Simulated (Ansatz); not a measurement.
**Zr2NS2 MXene bilayer (AB) in a perpendicular field**

What dipole does a perpendicular field induce in the Zr2NS2 MXene bilayer (AB)? A positive field points along +c.

Program: Ansatz 0.2.0. Level of theory: plane-wave DFT, r2SCAN-D4, Ansatz PAW. Results are calculated unless marked as measured.

## (1) The structure

The cell holds 10 atoms: 4 S, 4 Zr and 2 N. Its edges and angles: a = 3.217 Å, b = 3.217 Å, c = 61.997 Å, α = 90.0°, β = 90.0°, γ = 120.0°. Regions: layer 1: Zr2NS2 MXene, 5 atoms (2 S, 2 Zr and 1 N); layer 2: Zr2NS2 MXene, 5 atoms (2 S, 2 Zr and 1 N). Vacuum lies along c.

## (2) Relaxing the slab

The starting cell is a guess, so the in-plane lattice and the atoms are relaxed first, with the slab cut off from its images along the normal.

Contents of input.yaml:

```yaml
crystal:
  lattice:
    - [3.2175, 0.0, 0.0]
    - [-1.60875, 2.7864367367, 0.0]
    - [0.0, 0.0, 61.996898901]
  atoms:
    - { symbol: S, position: [0.3333333333, 0.6666666667, 0.3750187576] }
    - { symbol: Zr, position: [0.6666666667, 0.3333333333, 0.4049345273], spin: 1.0 }
    - { symbol: "N", position: [0.0, 0.0, 0.4254119995] }
    - { symbol: Zr, position: [0.3333333333, 0.6666666667, 0.4458894718], spin: 1.0 }
    - { symbol: S, position: [0.6666666667, 0.3333333333, 0.4758052415] }
    - { symbol: S, position: [0.6666666667, 0.3333333333, 0.5241947585] }
    - { symbol: Zr, position: [0.0, 0.0, 0.5541105282], spin: 1.0 }
    - { symbol: "N", position: [0.3333333333, 0.6666666667, 0.5745880005] }
    - { symbol: Zr, position: [0.6666666667, 0.3333333333, 0.5950654727], spin: 1.0 }
    - { symbol: S, position: [0.0, 0.0, 0.6249812424] }
  periodic: [true, true, false]
magnetization:
  spin_polarized: true
kpoints:
  mp_grid: { grid: [12, 12, 1] }
hamiltonian:
  xc: r2scan
  dispersion: d4
scf:
  occupations: { method: fermi_dirac, width: 0.05 }
  convergence: { dr2_threshold: 1.0e-09 }
relax:
  f_tol: 0.004
  max_steps: 90
  cell: {}
output:
  write_potential: true
  write_density: true
  volumetric_format: npy
```

Run with:

```
ansatz run input.yaml --threads 4 --pin off --max-ram 12288MiB --backend cpu --events-out ev --progress --plain --runs-dir out
```

Numbers of over 12 decimals in the logs are rounded to 6 here.

Output:

```text
Warning: relax.cell: scf.convergence.dr2_threshold = 1e-9 eV is looser than the 1.5382441645e-10 eV advised for a relaxation that steers and ends on the stress (1e-10 eV for each atom of the cell: 10, times the square of relax.cell.stress_2d_tol = 0.05 N/m over 25.5 Å (the atoms' height at the walk's start and 5 Å past either face), 1.961e-2 GPa, over a crystal's default 0.05). What an SCF threshold leaves in a stress goes as its square root, and in the free energy as the threshold itself, and one threshold admits the most on a small cell: [figures from the program's tests cut] Set scf.convergence.dr2_threshold to 1.5382441645e-10 eV or tighter. [rest of the remark cut]
Engine: ansatz 0.2.0, aarch64-unknown-linux-gnu
Pseudopotentials: kind: paw
Pseudopotential: S, paw, valence charge 6, recommended cutoff 500 eV (meta_gga), S.paw.azcp
Pseudopotential: Zr, paw, valence charge 12, recommended cutoff 500 eV (meta_gga), Zr.paw.azcp
Pseudopotential: N, paw, valence charge 5, recommended cutoff 500 eV (meta_gga), N.paw.azcp
Functional definition: r2SCAN
  parameter k0 = 0.174
  parameter k1 = 0.065
  parameter a1 = 4.9479
  exchange = r2scan_x(k0 = k0, k1 = k1, a1 = a1)
  correlation = r2scan_c
Crystal: 10 atoms, lattice volume = 555.825 Å³
Basis set: ecut = 500 eV, 14033 PW (Γ), exchange–correlation on 96×96×1920 points (64 copies of the dense FFT grid, shifted against one another)
Bands: 53, of which v1, the nominal top of the filled ones, is band 41 counted from 1 (40 counted from 0)
Symmetry: 12 space group operations
Space group: P-3m1 (ITA 164), of the structure as read, at distance tolerance 8.2e-5 Å
Magnetic group: BNS 164.85 (UNI 1315), of the structure as read, at distance tolerance 8.2e-5 Å
k-points: 19 of 144
Non-local potential: S, projectors of the file, l = 0: 2, l = 1: 2, l = 2: 2
Non-local potential: Zr, projectors of the file, l = 0: 3, l = 1: 2, l = 2: 2, l = 3: 2
Non-local potential: N, projectors of the file, l = 0: 2, l = 1: 2, l = 2: 1
PAW form: soft (Blöchl's): semilocal exchange-correlation on the pseudo side does not see the compensation charge
PAW frozen core: S, regenerated for the run's functional (the file was generated under x = pbe(κ = 0.804, μ = 0.219515), c = pbe(β = 0.066725))
PAW frozen core: Zr, regenerated for the run's functional (the file was generated under x = pbe(κ = 0.804, μ = 0.219515), c = pbe(β = 0.066725))
PAW frozen core: N, regenerated for the run's functional (the file was generated under x = pbe(κ = 0.804, μ = 0.219515), c = pbe(β = 0.066725))
PAW one-centre angular grid: S, 302 points (default); XC on 160 Gauss nodes
PAW one-centre angular grid: Zr, 590 points (default); XC on 160 Gauss nodes
PAW one-centre angular grid: N, 302 points (default); XC on 160 Gauss nodes
Initial density: superposition of atomic densities (neutral atoms: chi_scale 0, normalization atom)
Starting moments: Σ|m| = 4 μB on 4 of 10 sites
Initial wavefunctions: pseudopotential atomic-orbital guess
Functional: x = r2scan, c = r2scan; τ floored in thin density (d = 2e-4 eV/Å³)
SCF iter   1: F=—  HF=-21192.240825 eV  |F-HF|=—  |Δ(HF+E_count)|=         —  Δρ=2.67e-2 (↑2.67e-2 ↓2.49e-2)  dr2=2.10e1  dr2_τ=4.59e-1  dr2_m=3.12e-1  M=1.190 μB ∫|m|=1.539 μB  β_m=0.43  ethr=3.10e-3  ⟨swp⟩=13.1  Hψ=13693  notcnv=0  defer=29
Mixer restart at iter 1: flushing history
preconditioner: auto → LDOS  [metal: Δε(μ)=0.013 eV  Ē_g=9.661 eV  σ=0.050 eV  W_gap=0.07  n_scr=38 (ndim 8)  ℏωp=11.1 eV  f_vac=0.689  D(μ)=4.49/eV (n_scr^D=22)]
spin=Collinear: LDOS preconditioning applied to the charge; magnetization (m = ρ↑ − ρ↓) channel mixes plain (no charge-response kernel on spin).
SCF iter   2: F=—  HF=-21189.162231 eV  |F-HF|=—  |Δ(HF+E_count)|=    3.08e0  Δρ=1.42e-2 (↑1.42e-2 ↓1.23e-2)  dr2=5.03e0  dr2_τ=5.05e-2  dr2_m=1.34e-1  M=0.873 μB ∫|m|=1.328 μB  β_m=0.45  ethr=3.10e-3  ⟨swp⟩=4.1  Hψ=4539  notcnv=0  defer=160  κ⁻¹=1.0e0(r=1)
SCF iter   3: F=—  HF=-21188.455540 eV  |F-HF|=—  |Δ(HF+E_count)|=   7.07e-1  Δρ=6.63e-3 (↑6.63e-3 ↓5.47e-3)  dr2=7.29e-1  dr2_τ=8.10e-3  dr2_m=2.58e-2  M=0.557 μB ∫|m|=0.985 μB  β_m=0.53  ethr=3.10e-3  ⟨swp⟩=3.9  Hψ=4420  notcnv=0  defer=173  κ⁻¹=5.0e-2(r=2)
SCF iter   4: F=—  HF=-21188.614917 eV  |F-HF|=—  |Δ(HF+E_count)|=   1.59e-1  Δρ=3.91e-3 (↑3.91e-3 ↓3.26e-3)  dr2=2.33e-1  dr2_τ=2.11e-3  dr2_m=7.18e-3  M=0.392 μB ∫|m|=0.729 μB  β_m=0.30  ethr=8.90e-4  ⟨swp⟩=3.2  Hψ=3691  notcnv=0  defer=182  κ⁻¹=9.3e-3(r=3)
SCF iter   5: F=—  HF=-21188.773151 eV  |F-HF|=—  |Δ(HF+E_count)|=         —  Δρ=1.17e-3 (↑1.17e-3 ↓9.36e-4)  dr2=6.80e-3  dr2_τ=2.74e-4  dr2_m=2.78e-3  M=0.040 μB ∫|m|=0.232 μB  β_m=0.54  ethr=2.84e-4  ⟨swp⟩=3.4  Hψ=4436  notcnv=0  defer=182  κ⁻¹=9.3e-3(r=3)
SCF iter   6: F=—  HF=-21188.778785 eV  |F-HF|=—  |Δ(HF+E_count)|=   5.63e-3  Δρ=7.72e-4 (↑7.72e-4 ↓6.44e-4)  dr2=2.92e-3  dr2_τ=8.04e-5  dr2_m=1.29e-3  M=0.017 μB ∫|m|=0.154 μB  β_m=1.00  ethr=8.29e-6  ⟨swp⟩=3.7  Hψ=4722  notcnv=0  defer=182  κ⁻¹=1.1e-4(r=4)
SCF iter   7: F=—  HF=-21188.782250 eV  |F-HF|=—  |Δ(HF+E_count)|=   3.46e-3  Δρ=1.79e-4 (↑1.79e-4 ↓1.06e-4)  dr2=1.98e-4  dr2_τ=9.64e-6  dr2_m=4.25e-5  M=-0.012 μB ∫|m|=0.018 μB  β_m=1.00  ethr=3.56e-6  ⟨swp⟩=2.9  Hψ=4557  notcnv=0  defer=182  κ⁻¹=1.4e-5(r=5)
SCF iter   8: F=—  HF=-21188.782138 eV  |F-HF|=—  |Δ(HF+E_count)|=   1.12e-4  Δρ=8.08e-5 (↑8.08e-5 ↓7.28e-5)  dr2=9.33e-5  dr2_τ=9.43e-7  dr2_m=1.32e-6  M=-0.011 μB ∫|m|=0.012 μB  β_m=0.79  ethr=2.42e-7  ⟨swp⟩=4.0  Hψ=5149  notcnv=0  defer=182  κ⁻¹=3.3e-6(r=6)
SCF iter   9: F=—  HF=-21188.782175 eV  |F-HF|=—  |Δ(HF+E_count)|=   3.70e-5  Δρ=5.37e-5 (↑4.36e-5 ↓5.37e-5)  dr2=4.06e-5  dr2_τ=3.41e-7  dr2_m=1.47e-6  M=-0.006 μB ∫|m|=0.008 μB  β_m=0.30  ethr=1.14e-7  ⟨swp⟩=2.9  Hψ=3839  notcnv=0  defer=182  κ⁻¹=4.7e-7(r=7)
SCF iter  10: F=—  HF=-21188.782276 eV  |F-HF|=—  |Δ(HF+E_count)|=   1.00e-4  Δρ=2.36e-5 (↑1.85e-5 ↓2.36e-5)  dr2=4.97e-6  dr2_τ=6.75e-8  dr2_m=1.17e-6  M=0.002 μB ∫|m|=0.004 μB  β_m=1.00  ethr=4.96e-8  ⟨swp⟩=3.1  Hψ=4531  notcnv=0  defer=182  κ⁻¹=6.9e-8(r=8)
SCF iter  11: F=—  HF=-21188.782275 eV  |F-HF|=—  |Δ(HF+E_count)|=   7.85e-7  Δρ=8.60e-6 (↑6.54e-6 ↓8.60e-6)  dr2=8.73e-7  dr2_τ=1.61e-8  dr2_m=7.42e-8  M=0.002 μB ∫|m|=0.002 μB  β_m=0.73  ethr=6.07e-9  ⟨swp⟩=3.7  Hψ=4862  notcnv=0  defer=182  κ⁻¹=1.2e-7(r=8)
SCF iter  12: F=—  HF=-21188.782273 eV  |F-HF|=—  |Δ(HF+E_count)|=   1.60e-6  Δρ=4.95e-6 (↑4.95e-6 ↓4.68e-6)  dr2=2.51e-7  dr2_τ=3.37e-9  dr2_m=4.16e-8  M=0.001 μB ∫|m|=0.001 μB  β_m=0.51  ethr=1.07e-9  ⟨swp⟩=3.4  Hψ=4638  notcnv=0  defer=182  κ⁻¹=9.4e-7(r=8)
[...]
SCF iter   3: F=—  HF=-21191.356253 eV  |F-HF|=—  |Δ(HF+E_count)|=   1.08e-4  Δρ=2.50e-5 (↑2.50e-5 ↓2.50e-5)  dr2=1.63e-6  dr2_τ=6.96e-7  dr2_m=5.57e-13  M=-0.000 μB ∫|m|=0.000 μB  β_m=0.30  ethr=1.38e-8  ⟨swp⟩=3.2  Hψ=4450  notcnv=0  κ⁻¹=1.3e-1(r=2)
SCF iter   4: F=—  HF=-21191.356284 eV  |F-HF|=—  |Δ(HF+E_count)|=   3.08e-5  Δρ=2.17e-6 (↑2.17e-6 ↓2.16e-6)  dr2=3.30e-8  dr2_τ=4.17e-9  dr2_m=1.08e-13  M=-0.000 μB ∫|m|=0.000 μB  β_m=0.30  ethr=1.99e-9  ⟨swp⟩=3.9  Hψ=5009  notcnv=0  κ⁻¹=1.4e-3(r=3)
SCF iter   5: F=—  HF=-21191.356284 eV  |F-HF|=—  |Δ(HF+E_count)|=   4.82e-8  Δρ=1.15e-6 (↑1.14e-6 ↓1.15e-6)  dr2=1.07e-8  dr2_τ=8.95e-10  dr2_m=4.25e-14  M=-0.000 μB ∫|m|=0.000 μB  β_m=0.50  ethr=4.02e-11  ⟨swp⟩=3.7  Hψ=4590  notcnv=0  κ⁻¹=1.2e-4(r=4)
SCF iter   6: F=—  HF=-21191.356284 eV  |F-HF|=—  |Δ(HF+E_count)|=   1.75e-8  Δρ=2.69e-7 (↑2.69e-7 ↓2.69e-7)  dr2=8.09e-10  dr2_τ=3.96e-11  dr2_m=8.33e-15  M=-0.000 μB ∫|m|=0.000 μB  β_m=1.00  ethr=1.30e-11  ⟨swp⟩=3.3  Hψ=4462  notcnv=0  κ⁻¹=1.6e-5(r=5)
SCF iter   7: F=-21191.356284 eV  HF=-21191.356284 eV  |F-HF|=2.04e-9  |Δ(HF+E_count)|=   3.17e-9  Δρ=1.18e-7 (↑1.18e-7 ↓1.18e-7)  dr2=2.47e-10  dr2_τ=5.90e-12  dr2_m=2.24e-15  M=-0.000 μB ∫|m|=0.000 μB  ethr=1.00e-12  ⟨swp⟩=13.0  Hψ=16842  notcnv=0
the starting moments were not kept: the SCF closed with an absolute magnetisation of 1.3e-7 μB, where they sum to 4 μB in size (4 sites). That is at most 0.1 of that sum. Measured as dr2_m measures the in/out step, that magnetisation stands 7.8e-16 eV from none, at or under the dr2_threshold of 1.0e-9 eV: it is no larger than a step whose dr2_m would equal this threshold.
SCF 7 converged in 7 iterations: F = -21191.356284 eV  dr2 = 2.47e-10
relax step   7: F+E_penalty+E_count = -21191.35628400 eV  Δ(F+E_penalty+E_count) = -1.041e-2 eV  max|allowed force component| = 2.536e-3 eV/Å  Δτ_max = 0.0000 Å  P = +0.045 N/m  Ω = 633.640 Å³  fix = [c, alpha, beta]  reactions: c +0.000 N/m  stress off target by 4.47e-2 N/m on what of the cell is left free  SCF on the basis re-selected at this cell (its energy is not comparable with the rows above)  (7 SCF iters)
basis re-selected at this cell: Δ(F+E_penalty+E_count) = -1.041e-2 eV, ΔP = +0.059 N/m vs the last step (what re-selecting the basis moved, of the pressure what is left beyond the Pulay correction that the steps carried, after the strain that the cell walked since its last selection, with what the two solves' SCF thresholds leave and, on support functions, any second-order correction that the steps lacked; it is no measure of the basis error at this ecutwfc). The dense FFT grid was sized anew with the basis: this SCF ran on 27×27×480 points, the steps before it on 24×24×480, so part of this shift can come from that change (see relax.cell in the input reference). [rest of the remark cut]
WARN: The output density's exchange-correlation potential varies sharply where the density is thin. Do not read a vacuum level from v_tot or v_xc, or from such a field of the output density. On a cell that repeats whose density bears no net charge and no dipole along the vacuum's axis use v_es (v_loc + v_h of the components); under efield.dipole_correction with no amplitude use v_es + v_field, which holds any externa [...]
SCF converged after 7 iterations
Stability not checked: this state was not tested for a lower state beside it, because the mixer in use, unlike msr1, does not test its closes by its own steps (another_mixer; see scf.mixing.algorithm and scf.lower_state_search)
Magnetization: -0.0000 μB (41.0000 up, 41.0000 down)
Absolute magnetization: 0.0000 μB (∫|ρ↑−ρ↓|, with the PAW one-centre terms)
Spin contamination: 0.0000 ħ² per cell (⟨S²⟩ above its minimum at these occupations)
Per-site moments (μB) at R_I (Å): [(4.956000283762913e-9, 1.039247), (-1.188854171006313e-8, 0.976069), (1.2051479369034185e-8, 0.976069), (-3.838314274436024e-9, 0.976537), (-4.171671105735356e-9, 1.038999), (-4.17167113758437e-9, 1.038999), (-3.8383143217487086e-9, 0.976537), (1.205147929414328e-8, 0.976069), (-1.1888541818331e-8, 0.976069), (4.956000389271856e-9, 1.039247)]
Free energy (F): -21191.356284 eV
Harris-Foulkes:  -21191.356284 eV  (|F-HF|=2.04e-9)
Internal energy: -21191.328218 eV  (E = F + TS)
E sigma→0 (E₀):  -21191.342251 eV
Entropy (-TS):   -0.028066 eV (-2.807 meV/atom)
Fermi energy:    -5.824818 eV
--- Per-component energies (eV) ---
  E_band       = -1873.914811
  E_kinetic    = 2023.858618
  E_local      = -586274.459839  (includes V_loc(G=0)·N_el)
  E_nonlocal   = 512.901880
  E_hartree    = 291782.161894
  E_xc         = -1115.836950
  E_vxc        = -1399.901661  (∫ρ·V_xc dr)
  E_paw        = -14575.752396  (= ΣΔE_a)
  E_vpaw       = -377.826875  (= ΣTr[D̂ρ^β])
  E_aug_tail   = 0.000080  (compensation charges beyond the density's cutoff)
  E_vtau       = 77.188916  (kinetic-family band-sum trace: ∫τ·v_τ [+ j·A + Jᵃ·Aᵃ] dr)
  E_ewald      = 286457.828477
  E_disp       = -0.872820  (pairwise vdW)
  E_core_change = -1.157163  (= ΣΔE_core)
  E_smearing   = -0.028066  (= −TS)
  E_closure    = -0.000000  (closes the sum)
  Σ components = -21191.356284   (vs F -21191.356284, Δ=0.00e0)
--- Forces (eV/Å), atoms counted from 1 ---
  atom   1  S     -0.00000000    -0.00000000    -0.00253635
  atom   2  Zr     0.00000000     0.00000000     0.00111247
  atom   3  N      0.00000000     0.00000000     0.00127337
  atom   4  Zr     0.00000000    -0.00000000     0.00042528
  atom   5  S      0.00000000     0.00000000     0.00084700
  atom   6  S      0.00000000    -0.00000000    -0.00084700
  atom   7  Zr     0.00000000     0.00000000    -0.00042528
  atom   8  N      0.00000000    -0.00000000    -0.00127337
  atom   9  Zr    -0.00000000    -0.00000000    -0.00111247
  atom  10  S     -0.00000000     0.00000000     0.00253635
  max |Σ_I F_I| component: 1.85e-17 eV/Å
--- 2D stress c σ (N/m, compression-positive) ---
        0.044736       0.000000       0.000000
        0.000000       0.044736       0.000000
        0.000000       0.000000       0.000000
  P = ½ c Tr σ = 0.0447 N/m
--- Band table (eV; the first three rows and the last of 38) ---
  k-point 0 ↑: bands = [... 37 lower, -6.8655, -6.8393, -6.8393, -5.3536, -5.3536, -5.3525, -5.3525, -4.8900, ... 8 higher]
  k-point 1 ↑: bands = [... 37 lower, -7.3422, -7.1083, -7.0847, -5.4148, -5.3911, -5.0654, -5.0595, -4.7698, ... 8 higher]
  k-point 2 ↑: bands = [... 37 lower, -7.4608, -7.4374, -7.3626, -5.8584, -5.7886, -4.5790, -4.5704, -4.4020, ... 8 higher]
  k-point 18 ↓: bands = [... 37 lower, -8.8455, -8.8455, -8.5226, -4.4863, -4.4069, -4.4069, -4.3277, -3.9058, ... 8 higher]
  the weakly bound empty levels are not read free of the cell's end (no_gap_told)
--- Relaxed structure (6 steps of the walk, 6 accepted, 1 SCFs on fresh bases) ---
  F+E_penalty+E_count = -21191.35628400 eV   max|allowed force component| = 2.536e-3 eV/Å   (the final SCF, on the basis selected at the relaxed cell)
  cell:  # Å, volume = 633.6402 Å³
    - [3.435350, 0.0, 0.0]
    - [-1.717675, 2.975101, 0.0]
    - [0.0, 0.0, 61.996898901]
  atoms:
    - { symbol: S, position: [0.333333, 0.666667, 0.379742] }
    - { symbol: Zr, position: [0.666667, 0.333333, 0.404800] }
    - { symbol: N, position: [5.921189466282133e-18, 1.1102230246502888e-17, 0.425614] }
    - { symbol: Zr, position: [0.333333, 0.666667, 0.446462] }
    - { symbol: S, position: [0.666667, 0.333333, 0.471504] }
    - { symbol: S, position: [0.666667, 0.333333, 0.528496] }
    - { symbol: Zr, position: [5.9211894662791756e-18, 1.110223024649694e-17, 0.553538] }
    - { symbol: N, position: [0.333333, 0.666667, 0.574386] }
    - { symbol: Zr, position: [0.666667, 0.333333, 0.595200] }
    - { symbol: S, position: [5.9211894662782265e-18, 1.110223024649493e-17, 0.620258] }
```

It took 8.3 min on 4 threads of Arm Neoverse V1, shared host; peak memory 3.4 GiB; 33 min of CPU time.

The steps of the relaxation:

| step | energy less that of the first step (eV) | largest force component (eV/Å) | volume (Å³) |
| --- | --- | --- | --- |
| 1 | 0.0000 | 2.7675 | 555.82 |
| 2 | -2.1102 | 0.7592 | 589.97 |
| 3 | -2.2812 | 1.5758 | 646.75 |
| 4 | -2.5578 | 0.1741 | 635.61 |
| 5 | -2.5634 | 0.0189 | 633.97 |
| 6 | -2.5636 | 0.0024 | 633.64 |
| 7* | -2.5740 | 0.0025 | 633.64 |

Relaxation steps marked * repeat the geometry before them on a plane-wave basis chosen anew for their cell, so energy and pressure can jump there.

The run keeps the 12 symmetry operations that it works with, so distortions that break them were not tested.

| cell as run | before | after | change |
| --- | --- | --- | --- |
| a (Å) | 3.217 | 3.435 | +6.8 % |
| b (Å) | 3.217 | 3.435 | +6.8 % |

The atoms that moved most (Å, along periodic axes as changes of fractional coordinates times the final cell, across vacuum about the mean position):

| atom | dx | dy | dz | length |
| --- | --- | --- | --- | --- |
| S1 | 0.000 | 0.000 | 0.293 | 0.293 |
| S10 | 0.000 | 0.000 | -0.293 | 0.293 |
| S5 | 0.000 | 0.000 | -0.267 | 0.267 |
| S6 | 0.000 | 0.000 | 0.267 | 0.267 |
| Zr7 | 0.000 | 0.000 | -0.035 | 0.035 |
| Zr4 | 0.000 | 0.000 | 0.035 | 0.035 |
| N3 | 0.000 | 0.000 | 0.013 | 0.013 |
| N8 | 0.000 | 0.000 | -0.013 | 0.013 |

The relaxed structure:

```cif
data_structure
_symmetry_space_group_name_H-M 'P 1'
_symmetry_Int_Tables_number 1
_cell_length_a 3.4354
_cell_length_b 3.4354
_cell_length_c 61.9969
_cell_angle_alpha 90.000
_cell_angle_beta 90.000
_cell_angle_gamma 120.000
_cell_volume 633.64
loop_
_atom_site_label
_atom_site_type_symbol
_atom_site_fract_x
_atom_site_fract_y
_atom_site_fract_z
_atom_site_occupancy
S1 S 0.33333 0.66667 0.37974 1
Zr2 Zr 0.66667 0.33333 0.40480 1
N3 N 0.00000 0.00000 0.42561 1
Zr4 Zr 0.33333 0.66667 0.44646 1
S5 S 0.66667 0.33333 0.47150 1
S6 S 0.66667 0.33333 0.52850 1
Zr7 Zr 0.00000 0.00000 0.55354 1
N8 N 0.33333 0.66667 0.57439 1
Zr9 Zr 0.66667 0.33333 0.59520 1
S10 S 0.00000 0.00000 0.62026 1
```

This step gave:

```yaml
energy_at_zero_smearing: -21191.3423 eV
```

The lattice constant a goes from 3.217 to 3.435 Å.

[end of part 1 of 4]

[Logs are printed without paths, hosts, clocks, repeated set-up lines and the standing remarks that a program may print on its own settings, such as how far it seeks lower states.]

[Hosts, paths, dates, database ids (printed as entryN), source tags and the programs' standing remarks are cut or masked in the printed files.]

[Maps of the electrostatic potential energy from Ansatz leave out the sawtooth potential of an applied field or a dipole correction, so their vacuum need not be flat; planar profiles and work functions include it.]
